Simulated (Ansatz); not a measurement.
This is a single-point calculation with Ansatz on SrO (wurtzite) (no longer in that coordination); the level of theory is r2SCAN. The cell was relaxed with r2SCAN and then strained (isotropic +4.0 % on every length), with the atoms relaxed again with r2SCAN; k points keep the names of the unstrained zone.

```yaml
crystal:
  lattice:
    - [4.4408321918, 0.0, 0.0]
    - [-2.2204160959, 3.8458734921, 0.0]
    - [0.0, 0.0, 5.3502246901]
  atoms:
    - { symbol: Sr, position: [0.3333333333, 0.6666666667, -0.0625] }
    - { symbol: Sr, position: [0.6666666667, 0.3333333333, 0.4375] }
    - { symbol: O, position: [0.3333333333, 0.6666666667, 0.4375] }
    - { symbol: O, position: [0.6666666667, 0.3333333333, 0.9375] }
kpoints:
  mp_grid: { grid: [12, 12, 6] }
  band_path:
    path:
      - [0.0, 0.0, 0.0]
      - [0.5, 0.0, 0.0]
      - [0.3333333333, 0.3333333333, 0.0]
      - [0.0, 0.0, 0.5]
      - [0.5, 0.0, 0.5]
      - [0.3333333333, 0.3333333333, 0.5]
    npoints: 1
hamiltonian:
  xc: r2scan
scf:
  occupations: { method: fixed }
  n_extra_bands: 5
output:
  forces: true
  stress: true
  eigenvalues: true
```

The output follows, shortened, with numbered blanks.
```
scf.n_extra_bands = 5 over 16 filled bands (N_el = 32.0): the run solves 21 bands
Functional definition: r2SCAN
Crystal: 4 atoms, lattice volume = 91.376 Å³
Basis set: ecut = 500 eV, 2305 PW (Γ)
Symmetry: 24 space group operations
Space group: P63/mmc (ITA 194)
k-points: 76 of 864
SCF 1 converged in 7 iterations: F = -8253.523636 eV  dr2 = 4.52e-9
Free energy (F): -8253.523636 eV
[1]
--- Per-component energies (eV) ---
  E_band       = -238.893670
  E_kinetic    = 840.298683
  E_local      = -2197.221058
  E_nonlocal   = 496.756141
  E_hartree    = 656.319340
  E_xc         = -475.260275
  E_vxc        = -569.624726
  E_paw        = -5749.771129
  E_vpaw       = -155.167925
  E_vtau       = 33.424345
  E_ewald      = -1824.291334
  E_core_change = -0.355955
--- Stress (GPa, compression-positive) ---
[2]
--- Band table (eV; the first three rows and the last of 76) ---
[3]
```

The rows of the band table are 0: (0, 0, 0) = Γ, 1: (0, 0, 1/6), 2: (0, 0, 1/3), 75: (1/3, 1/3, -1/2) = H.

Q: What stood in the gaps? They hold the Fermi energy and the band table, the stress.

A:
```
[1]
Fermi energy:    4.704093 eV
[2]
       -6.652413       0.000000       0.000000
        0.000000      -6.652413       0.000000
        0.000000       0.000000      -7.342267
  P = ⅓ Tr σ = -6.8824 GPa (-68.824 kbar)
[3]
  k-point 0: bands = […, 3.8585, 3.8585, 3.9299, 3.9299, 4.2441, 4.7041, 7.3698, 11.1742, 11.1742, 11.7723, …]
  k-point 1: bands = […, 3.8391, 3.8391, 3.9037, 3.9037, 4.0753, 4.3866, 7.6447, 11.0579, 11.4149, 11.4149, …]
  k-point 2: bands = […, 3.7521, 3.8067, 3.8067, 3.8469, 3.8469, 3.8629, 8.2465, 9.9857, 12.0173, 12.0173, …]
  k-point 75: bands = […, 3.3152, 3.3152, 4.0276, 4.0276, 4.2699, 4.2699, 9.2799, 9.2799, 12.4667, 12.4667, …]
```
The trailing digits, and the zero of the energies, depend on the potentials and thresholds.

The r2SCAN gap is direct at Γ: 2.67 eV. The gap is the least over the mesh and the extra points. The mean pressure is -6.88 GPa (compression positive), so r2SCAN would shrink the cell's volume.

Command: `ansatz run input.yaml --threads 4 --pin off --max-ram 4608MiB --backend cpu --events-out ev --progress --plain --runs-dir out`.

Q: It took 6.9 s on 4 threads of Intel(R) Xeon(R) Processor @ 2.70GHz, with other jobs on the host, load about 0.9 per core. What peak of host memory did it reach?

A: About 0.7 GiB.

These are computed values for a spin-unpolarised cell that may be hypothetical; none is a measurement.
